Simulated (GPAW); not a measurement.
**Predicting one run from its neighbours: the energy against the mesh, AlSb (R3m, 2 atoms in the cell)**

```xyz
2
Lattice="0.0000 3.0608 3.0608 3.0608 0.0000 3.0608 3.0608 3.0608 0.0000" Properties=species:S:1:pos:R:3 pbc="T T T"
Al     0.0289     0.0289     0.0289
Sb     1.5304     1.5304     1.5304
```

Method: PBE, GPAW PAW datasets PBE (gpaw-data 1.0.1) (plane waves; GPAW).

Base settings: mode = pw; ecut = 600 eV; xc = PBE; kpts = 4 4 4; mesh shift (steps) = 0 0 0; occupations.name = fermi-dirac; occupations.width = 0.01 eV; nbands = -6; convergence.bands = -4; symmetry.symmorphic = false.

The last step of the ladder, which sets the zero, is kpts = 20 20 20.

The starting cell has typed, rounded lattice constants, without a prior relaxation at this level. Its lattice was rescaled by up to half a per cent. One atom was moved a little off its site on purpose.

In a gapped crystal the sum over the mesh converges exponentially with the size of the supercell that the mesh stands for: ln(ΔF) = a + b·N.

```
kpts   divisions along the first axis  F less the last step's (meV/atom)  ln of it
-----  ------------------------------  ---------------------------------  --------
5 5 5                               5                              21.66     3.075
6 6 6                               6                                  ?         ?
7 7 7                               7                               3.04     1.112
8 8 8                               8                               1.24     0.215
9 9 9                               9                               0.53    -0.635
```

Fit the line to the 4 rows given and predict the withheld one.

Means: x̄ = 7.2500, ȳ = 0.94175. Σ(x − x̄)(y − ȳ) = -8.147 and Σ(x − x̄)² = 8.750, so b = -0.9311 and a = ȳ − b·x̄ = 7.6922; each further division cuts the miss by a factor of 2.5. The largest residual of the fitted rows is 0.062. At x = 6 the line gives 2.106, that is 8.22 meV/atom. The run gave 7.84 meV/atom, a miss of 0.38 meV/atom (5 %). The table is a window of a longer ladder. The rows were chosen because the form fits them, the withheld one included, so this shows the method and is no test of the form.

Left out of this page: 9 runs of the series outside the window shown, repeating another row's setting, or not comparable.
